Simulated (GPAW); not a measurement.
TaN:

```
Ta N
1.0
     2.92177    0.00000    0.00000
    -1.46088    2.53033    0.00000
     0.00000    0.00000    5.91652
Ta N
2 2
Cartesian
  0.0000 0.0000 2.9583
  0.0000 0.0000 0.0000
  0.0000 1.6869 1.4791
  1.4609 0.8434 4.4374
```

The cell comes from a database or a generator and needn't be the stable form of this composition.

Base run:

```yaml
Program: GPAW 26.7.0
Functional: PBE
Potentials_or_basis: GPAW PAW data sets (gpaw-data 1.2.1)
Cutoff: 800 eV
Basis: pw
k_mesh: 10 × 10 × 5
Occupations: fermi-dirac, width 0.05 eV
Spin: no spin polarisation
```

Its results: pressure -1.2 GPa.

Problem. The run is repeated on the same cell with these changes: functional from PBE to LDA; potentials or basis from GPAW PAW data sets (gpaw-data 1.2.1) to the program's PAW data sets (release 1.2.1) made for this functional. What comes out?

Solution. Pressure -18.4 GPa.

Caveats: so large a pressure means that the cell lies far from this level's equilibrium, or that cutoff or potentials fall short (some runs).
